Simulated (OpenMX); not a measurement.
Runs of OpenMX 3.8.5 on Te2Pt (Moncheite). Symmetry: P-3m1, No. 164, trigonal system. Conventional cell: a = 4.010 Å, b = 4.010 Å, c = 5.201 Å, α = 90.00°, β = 90.00°, γ = 120.00°. Around Pt (site symmetry -3m) lie 6 Te at 2.66 Å. Te (site symmetry 3m) has 3 Pt at 2.66 Å as nearest neighbours. 

```csv
level,gap on the mesh (eV),pressure (GPa),largest force (eV/Å)
PBE,none,(b),1.40
PBE+D3,none,8.5,1.48
PBE+D3(BJ),none,7.8,(a)
PBE+D4,none,7.8,1.44
```

Alike in all rows: task single point; potentials or basis OpenMX 2013 PBE set, Pt7.0-s3p2d2f1, Te7.0-s3p2d2f1, grid cutoff 500 Ry; no spin polarisation; cell as given; k mesh 7 × 7 × 5; smearing fermi-dirac 0.05 eV.

Q: Estimate the missing entries.

A: (a) 1.43; (b) 11.6.

Caveats: the basis of atomic orbitals isn't converged, which shifts pressures, moduli and gaps; forces of over 1 eV/Å show positions far from the minimum, so gaps and moduli don't describe the material at rest; pairwise dispersion overbinds metals, which lowers pressure and volume (some runs).

A k mesh can miss the band edges, and the runs leave out spin-orbit coupling on Pt, Te.

A gap of «none» marks a metal or a gap under the smearing width.
